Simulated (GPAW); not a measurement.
# How the form of the self-energy moves the gap of NaF (Villiaumite)

Aim: compare treatments of exchange, screening and correlation for the gap of NaF (Villiaumite).

Method: PBE and many-body steps on it, plane waves, in GPAW 26.7.0.

The database entry behind the starting cell differs from later determinations by our own check (0.1 to 0.3 % short, probably kX units), so it need not match the best structure at ambient conditions.

### Step 1. Set-up

Symmetry: Fm-3m, No. 225, cubic system. Conventional cell: a = 4.620 Å, b = 4.620 Å, c = 4.620 Å, α = 90.00°, β = 90.00°, γ = 90.00°. Nearest to Na lie 6 F at 2.31 Å. F has 6 Na at 2.31 Å nearest. Farther neighbours and most contacts between anions are not listed.

Structure file:

```xyz
2
Lattice="0.0000 2.3100 2.3100 2.3100 0.0000 2.3100 2.3100 2.3100 0.0000" Properties=species:S:1:pos:R:3 pbc="T T T"
Na    0.0000    0.0000    0.0000
F     2.3100    2.3100    2.3100
```

The cell and positions come from the Crystallography Open Database and are kept as given unless a step says otherwise.

### Step 2. Empty states on the mesh, 6×6×6 mesh, 139 bands

This step: GPAW 26.7.0; DFT, PBE, plane waves, PAW.

The sums over transitions need many empty states on a uniform mesh; this step solves for them.

run.py reads:

```python
import json
import numpy as np
from gpaw.mpi import world
from gpaw import GPAW

calc = GPAW('gs.gpw').fixed_density(kpts={'size': (6, 6, 6), 'gamma': True},
    parallel={'domain': 1, 'band': 1},
    txt='nscf.txt')
calc.diagonalize_full_hamiltonian(nbands=139)
calc.write('full.gpw', mode='all')
res = {}
kpts = calc.get_ibz_k_points()
res['kpts'] = kpts
res['eigenvalues'] = [calc.get_eigenvalues(kpt=k) for k in range(len(kpts))]
res['n_electrons'] = calc.get_number_of_electrons()

if world.rank == 0:
    with open('result.json', 'w') as f:
        json.dump(res, f, default=lambda x: x.tolist())
```

Launch:

```console
$ mpirun -n 4 gpaw python run.py
```

Numbers of over 12 decimals in the logs are rounded to 6 here.

Output:

```text
Diagonalizing LCAO Hamiltonian
Converting LCAO to pw mode
convergence criteria:
- Maximum integral of absolute [eigenst]ate change: 4e-08 eV^2 / valence electron
maximum number of iterations: 100

SCF iterations
|iter     |     time |      energy | eigst |  dens |
|iter:   1|  |             | +1.95 |       |
|iter:   2|  |             | +0.39 |       |
|iter:   3|  |             | -0.96 |       |
|iter:   4|  |             | -3.37 |       |
|iter:   5|  |             | -5.34 |       |
|iter:   6|  |             | -7.04 |       |
|iter:   7|  |             | -8.22c|       |
SCF steps: 7
  __  _  _
 | _ |_)|_||  |
 |__||  | ||/\| - 26.7.0

Input parameters:
  mode=PW(ecut=600.0),
  convergence={'density': 1e-06, 'bands': -3},
  gpts=array([20, 20, 20]),
  kpts=MonkhorstPack(size=(6, 6, 6), gamma=True),
  maxiter=100,
  nbands=14,
  occupations=Occupations(name='fermi-dirac', width=0.001, fixmagmom=False),
  parallel={'domain': 1, 'band': 1},
  xc=XC(name='PBE')
Matrix size: 869x869
# Writing to full.gpw (mode='all')
  [... matrices ...]

timing:  # [seconds]
  Total: 2.997  # ━━━━━━━━━━━━━━━━━━━━━━━━━━━━━━━━━━━━━━━━━━━━━━━━━━━━━━━━━━━
```

Elapsed: 6.9 s, on 4 MPI ranks of Arm Neoverse V1, shared host; peak memory 0.89 GiB.

This step gave:

| Property | Result |
| --- | --- |
| gap | 6.378 eV |
| k of the valence top | 0, 0, 0 |
| k of the conduction bottom | 0, 0, 0 |
| least direct gap | 6.378 eV |
| k points computed | 16 |
| lowest point of the top converged band, above the valence top | 166.4489 eV |

On this mesh the gap is 6.378 eV.

### Step 3. G0W0, Godby-Needs plasmon pole

G0W0 replaces the xc potential by the self-energy, built once from these orbitals. Only a window of levels is corrected, while the sums run over the empty bands that the input names.

This step: G0W0 with a vertex from the rALDA kernel on PBE, plane waves, PAW.

run.py reads:

```python
import json
import numpy as np
from gpaw.mpi import world
from gpaw.response.g0w0 import G0W0

gw = G0W0('full.gpw',
    filename='gw',
    kpts=[0],
    bands=(5, 9),
    ecut=175,
    nbands=129,
    integrate_gamma='WS',
    ppa=True,
    xc='rALDA',
    fxc_mode=None,
    fxc_modes=['GWP', 'GWS', 'GWG'],
    do_GW_too=True)
gw.calculate()
res = {mode: {k: v for k, v in r.items() if k != 'sigma_eskwn'}
       for mode, r in gw.all_results.items()}

if world.rank == 0:
    with open('result.json', 'w') as f:
        json.dump(res, f, default=lambda x: x.tolist())
```

Launch:

```console
$ mpirun -n 4 gpaw python run.py
```

Output:

```text
Using integrator: PointIntegrator
FrequencyGridDescriptor(from 0.000+0.000j to 0.000+27.211j eV, 2 points)
Nonperiodic BCs:  [False False False]
Using integrator: PointIntegrator
FrequencyGridDescriptor(from 0.000+0.000j to 0.000+27.211j eV, 2 points)
Nonperiodic BCs:  [False False False]
  ___  _ _ _
 |   || | | |
 | | || | | |
 |__ ||_____|
 |___|

BZ k-points: Symmetries present (total): 48

  [... matrices ...]
216 k-points: 6 x 6 x 6 Monkhorst-Pack grid + [1/12,1/12,1/12]
16 k-points in the irreducible part of the Brillouin zone
       k-points in crystal coordinates                weights
   0:     0.00000000    0.00000000    0.00000000          1/216
   1:     0.16666667    0.16666667    0.00000000          6/216
   2:     0.16666667    0.16666667    0.16666667          8/216
   3:     0.33333333    0.16666667    0.16666667         12/216
   4:     0.33333333    0.33333333   -0.33333333         12/216
   5:     0.33333333    0.33333333    0.00000000          6/216
   6:     0.33333333    0.33333333    0.16666667         24/216
   7:     0.33333333    0.33333333    0.33333333          8/216
   8:     0.50000000    0.33333333   -0.33333333         24/216
   9:     0.50000000    0.33333333   -0.16666667         12/216
          ...
  15:     0.50000000    0.50000000    0.50000000          4/216

Distributing spins, k-points and bands (1 x 1 x 4) over 4 processes
Number of blocks: 1

Quasi particle states:
k-points (IBZ indices): [0]
Band range: (5, 9)
  [... matrices ...]
Computational parameters:
Plane wave cut-off: 175 eV
Number of bands: 129
Coulomb cutoff: None
Broadening: 0.1 eV

fxc modes: GW, GWG, GWP, GWS
Kernel: rALDA
Using Godby-Needs plasmon-pole approximation:
  Fitting energy: i*E0, E0 = 1.000 Hartree
Summing all q:

Calculating screened Coulomb potential
No Coulomb truncation
FrequencyGridDescriptor(from 0.000+0.000j to 0.000+27.211j eV, 2 points)
Removing empty qpoint cache files...

Calculating chi0 body with:
    Ground state adapter containing:
    Number of spins: 1
    Number of kpoints: 216
    Number of irreducible kpoints: 16
    Number of completely occupied states: 7
    Number of partially occupied states: 7
    Occupied states memory: 0.8544921875 M / cpu

    Linear response parametrization:
    q_c: [1.3877787807814457e-17, 1.3877787807814457e-17, 1.3877787807814457e-17]
    Number of frequency points: 2
    Planewave cutoff: 175.0
    Number of bands: 129
    Number of planewaves: 137
    Broadening (eta): 1e-06
    comm.size: 4
    kncomm.size: 4
    blockcomm.size: 1

    Memory estimate of potentially large arrays:
        chi0_wGG: 0.572784 M / cpu
Integrating chi0 body.

Symmetries of q_c:
    Direct symmetries (Uq -> q): 48
    Indirect symmetries (TUq -> q): 0
In total 48 allowed symmetries.

  [... matrices ...]
16 groups of equivalent kpoints. 92.592593% reduction.

Integral kind: response function
Integrating chi0 head and wings.

Symmetries of q_c:
    Direct symmetries (Uq -> q): 48
    Indirect symmetries (TUq -> q): 0
In total 48 allowed symmetries.

  [... matrices ...]
16 groups of equivalent kpoints. 92.592593% reduction.

Integral kind: response function wings
Calculating rALDA kernel at 175.0 eV cutoff
q point 0 complete
q point 1 complete
q point 2 complete
q point 3 complete
q point 4 complete
q point 5 complete
q point 6 complete
q point 7 complete
q point 8 complete
q point 9 complete
q point 10 complete
[... the further q-points ...]

Results:
f:      Occupation numbers
eps:     KS-eigenvalues [eV]
vxc:     KS vxc [eV]
exx:     Exact exchange [eV]
sigma:   Self-energies [eV]
dsigma:  Self-energy derivatives
Z:       Renormalization factors
qp:      QP-energies [eV]

k-point 0 (0): (0.000, 0.000, 0.000)                GWP
band       f     eps     vxc     exx   sigma  dsigma       Z      qp
                                                                  GWP
   5   1.000  -1.693 -23.643 -31.320   4.640  -0.243   0.805  -4.137
   6   1.000  -1.693 -23.643 -31.320   4.640  -0.243   0.805  -4.137
   7   0.000   4.685 -10.175  -5.932  -2.740  -0.115   0.897   6.033
   8   0.000  17.389  -7.141  -2.148  -3.330  -0.124   0.890  18.869
                                                                  GWS
   5   1.000  -1.693 -23.643 -31.320   4.440  -0.211   0.826  -4.367
   6   1.000  -1.693 -23.643 -31.320   4.440  -0.211   0.826  -4.367
[...]
GWG
[...]
GW
[...]
6   1.000  -1.693 -23.643 -31.320   4.379  -0.226   0.816  -4.384
   7   0.000   4.685 -10.175  -5.932  -2.611  -0.106   0.904   6.160
   8   0.000  17.389  -7.141  -2.148  -3.129  -0.119   0.893  19.054
```

Run time: 2.6 min. Hardware: 4 MPI ranks; peak memory 1.8 GiB; 10 min of CPU time.

Numbers from this step:

* gap with the vertex in the polarisability: 10.17 eV
* gap with the vertex in the self-energy: 10.98 eV
* gap with the vertex in both: 10.64 eV
* G0W0 gap on the points computed: 10.54 eV
* least direct G0W0 gap on the computed points: 10.54 eV
* Z at the valence top: 0.8158
* Z at the conduction bottom: 0.9039
* starting gap on the mesh: 6.378 eV
* k of the valence top: 0, 0, 0
* k of the conduction bottom: 0, 0, 0

The gap on the mesh goes from 6.38 eV to 10.54 eV, a correction of +4.17 eV.

### Step 4. G0W0 with rALDA vertex

run.py, as its differences from that of step 3:

```diff
@@ -9,4 +9,4 @@
     bands=(5, 9),
-    ecut=175,
-    nbands=129,
+    ecut=105,
+    nbands=60,
     integrate_gamma='WS',
@@ -14,5 +14,3 @@
     xc='rALDA',
-    fxc_mode=None,
-    fxc_modes=['GWP', 'GWS', 'GWG'],
-    do_GW_too=True)
+    fxc_mode='GWG')
 gw.calculate()
```

Launch:

```console
$ mpirun -n 4 gpaw python run.py
```

Output:

```text
Using integrator: PointIntegrator
FrequencyGridDescriptor(from 0.000+0.000j to 0.000+27.211j eV, 2 points)
Nonperiodic BCs:  [False False False]
Using integrator: PointIntegrator
FrequencyGridDescriptor(from 0.000+0.000j to 0.000+27.211j eV, 2 points)
Nonperiodic BCs:  [False False False]
  ___  _ _ _
 |   || | | |
 | | || | | |
 |__ ||_____|
 |___|

BZ k-points: Symmetries present (total): 48

  [... matrices ...]
216 k-points: 6 x 6 x 6 Monkhorst-Pack grid + [1/12,1/12,1/12]
16 k-points in the irreducible part of the Brillouin zone
       k-points in crystal coordinates                weights
   0:     0.00000000    0.00000000    0.00000000          1/216
   1:     0.16666667    0.16666667    0.00000000          6/216
   2:     0.16666667    0.16666667    0.16666667          8/216
[...]
9:     0.50000000    0.33333333   -0.16666667         12/216
          ...
  15:     0.50000000    0.50000000    0.50000000          4/216

Distributing spins, k-points and bands (1 x 1 x 4) over 4 processes
Number of blocks: 1

Quasi particle states:
k-points (IBZ indices): [0]
Band range: (5, 9)
  [... matrices ...]
Computational parameters:
Plane wave cut-off: 105 eV
Number of bands: 60
Coulomb cutoff: None
Broadening: 0.1 eV

fxc modes: GWG
Kernel: rALDA
Using Godby-Needs plasmon-pole approximation:
  Fitting energy: i*E0, E0 = 1.000 Hartree
Summing all q:

Calculating screened Coulomb potential
No Coulomb truncation
FrequencyGridDescriptor(from 0.000+0.000j to 0.000+27.211j eV, 2 points)
Removing empty qpoint cache files...

Calculating chi0 body with:
    Ground state adapter containing:
    Number of spins: 1
    Number of kpoints: 216
    Number of irreducible kpoints: 16
    Number of completely occupied states: 7
    Number of partially occupied states: 7
    Occupied states memory: 0.8544921875 M / cpu

    Linear response parametrization:
    q_c: [1.3877787807814457e-17, 1.3877787807814457e-17, 1.3877787807814457e-17]
    Number of frequency points: 2
    Planewave cutoff: 105.0
    Number of bands: 60
    Number of planewaves: 59
    Broadening (eta): 1e-06
    comm.size: 4
    kncomm.size: 4
    blockcomm.size: 1

    Memory estimate of potentially large arrays:
        chi0_wGG: 0.106232 M / cpu
Integrating chi0 body.

Symmetries of q_c:
    Direct symmetries (Uq -> q): 48
    Indirect symmetries (TUq -> q): 0
In total 48 allowed symmetries.

  [... matrices ...]
16 groups of equivalent kpoints. 92.592593% reduction.

Integral kind: response function
Integrating chi0 head and wings.

Symmetries of q_c:
    Direct symmetries (Uq -> q): 48
    Indirect symmetries (TUq -> q): 0
In total 48 allowed symmetries.

  [... matrices ...]
16 groups of equivalent kpoints. 92.592593% reduction.

Integral kind: response function wings
Calculating rALDA kernel at 105.0 eV cutoff
q point 0 complete
q point 1 complete
q point 2 complete
[...]
q point 9 complete
q point 10 complete
[... the further q-points ...]

Results:
f:      Occupation numbers
eps:     KS-eigenvalues [eV]
vxc:     KS vxc [eV]
exx:     Exact exchange [eV]
sigma:   Self-energies [eV]
dsigma:  Self-energy derivatives
Z:       Renormalization factors
qp:      QP-energies [eV]

k-point 0 (0): (0.000, 0.000, 0.000)                GWG
band       f     eps     vxc     exx   sigma  dsigma       Z      qp
                                                                  GWG
   5   1.000  -1.693 -23.643 -31.320   4.820  -0.219   0.820  -4.037
   6   1.000  -1.693 -23.643 -31.320   4.820  -0.219   0.820  -4.037
   7   0.000   4.685 -10.175  -5.932  -2.240  -0.094   0.914   6.516
   8   0.000  17.389  -7.141  -2.148  -2.541  -0.093   0.915  19.632
```

It took 41 s on 4 MPI ranks; peak memory 1.3 GiB; 2.7 min of CPU time.

This step gave:

```
quasiparticle gap on the points computed              : 10.55 eV
least direct quasiparticle gap on the computed points : 10.55 eV
Z at the valence top                                  : 0.8200
Z at the conduction bottom                            : 0.9141
starting gap on the mesh                              : 6.378 eV
k of the valence top                                  : 0, 0, 0
k of the conduction bottom                            : 0, 0, 0
```

Against G0W0 in GPAW (6×6×6 mesh, 129 bands, screening to 175 eV, Godby-Needs plasmon pole), the gap moves by +0.008 eV.

### Step 5. The runs together

Times are wall times on 4 MPI ranks of Arm Neoverse V1, shared host, good to a factor of about two.

```
                           run   mesh  bands  screening cutoff (eV)  DFT gap (eV)  gap on the mesh (eV)  direct (eV)     time
G0W0, Godby-Needs plasmon pole  6×6×6    129                    175         6.378                10.545       10.545  2.6 min
        G0W0 with rALDA vertex  6×6×6     60                    105         6.378                10.553       10.553     41 s
```

### Step 6. Summary of results

| Item | Value |
| --- | --- |
| G0W0, Godby-Needs plasmon pole | 10.545 eV |
| G0W0 with rALDA vertex | 10.553 eV |
| known limits | not at the basis limit |

**Reading.** G0W0 with rALDA vertex: +0.008 eV against G0W0, Godby-Needs plasmon pole, at other bands or cutoff, so not like for like. With the rALDA kernel as a vertex the gap is 10.17 eV (in the polarisability), 10.98 eV (in the self-energy) and 10.64 eV (in both), against 10.54 eV without. Bands and cutoff are finite, so the gap is not at the basis limit. The miss can reach some tenths of an eV and take either sign; the mesh is an error of its own. These stock PAW sets were not made for GW. In the G0W0 runs levels were corrected at 1 k point alone, so a gap called «on the mesh» is the least over those, and an edge elsewhere would be missed.

[Paths, hosts, dates, memory and timing lines, banners, echoed tables and standing remarks are left out of the program output.]

[Logs are printed without paths, hosts, clocks, repeated set-up lines and the standing remarks that a program may print on its own settings, such as how far it seeks lower states.]

[Runs of the session that timed out or met a known fault of the program may be left out.]

[Hosts, paths, dates, database ids (printed as entryN), source tags and the programs' standing remarks are cut or masked in the printed files.]
